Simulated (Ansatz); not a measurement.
# Where the states of Hg lie

```cif
data_structure
_symmetry_space_group_name_H-M 'Pm-3m'
_symmetry_Int_Tables_number 221
_cell_length_a 3.0936
_cell_length_b 3.0936
_cell_length_c 3.0936
_cell_angle_alpha 90.000
_cell_angle_beta 90.000
_cell_angle_gamma 90.000
_cell_volume 29.61
loop_
_atom_site_label
_atom_site_type_symbol
_atom_site_symmetry_multiplicity
_atom_site_Wyckoff_symbol
_atom_site_fract_x
_atom_site_fract_y
_atom_site_fract_z
_atom_site_occupancy
Hg1 Hg 1 a 0.00000 0.00000 0.00000 1
```

The runs use the primitive cell with vectors (3.094, 0.000, 0.000), (0.000, 3.094, 0.000), (0.000, 0.000, 3.094) Å, to which the k mesh refers.

The cell was built from the sc type and relaxed in the same program, and has space group Pm-3m; it needn't be a known or the stable phase.

No spin–orbit coupling, which matters for the heavy atoms here.

These are results of Ansatz 0.2.0, DFT, PBE, all-electron LAPW, scalar-relativistic, not measurements.

Numerical set-up: a Γ-centred 12×12×12 k mesh, Fermi–Dirac smearing of 0.05 eV, basis error target 0.25 meV/atom, no spin polarisation.

**Question.** Where is the centre of the filled Hg 5d states between -14 eV and the top of the filled states?

**Answer.** -6.57 eV from the Fermi level.

**Question.** Tabulate the density of states.

**Answer.** States per eV and cell, averaged over 0.6 eV, from -5.8 to 3.6 eV, with energies (bin centres) from the Fermi level; empty bins are left out. The partial columns, the largest 2 alone, are projections on Löwdin-orthogonalised atomic shells (those that the program's projection atoms carry: the occupied ones and, for some elements, an empty d or f shell; other empty shells have no column), summed over atoms of an element. Weights on diffuse s and p shells depend on that basis and aren't pure angular character.
```tsv
E (eV)	total	Hg 6s	Hg 5d
-5.6	1.16	0.15	1.00
-5.0	0.26	0.20	0.05
-4.4	0.28	0.23	0.04
-3.8	0.33	0.27	0.05
-3.2	0.43	0.35	0.06
-2.6	0.41	0.34	0.05
-2.0	0.32	0.27	0.02
-1.4	0.26	0.22	0.01
-0.8	0.27	0.17	0.01
-0.2	0.29	0.13	0.01
0.4	0.30	0.07	0.00
1.0	0.36	0.04	0.00
1.6	0.51	0.03	0.00
2.2	0.50	0.02	0.00
2.8	0.51	0.02	0.00
3.4	0.50	0.02	0.00
```
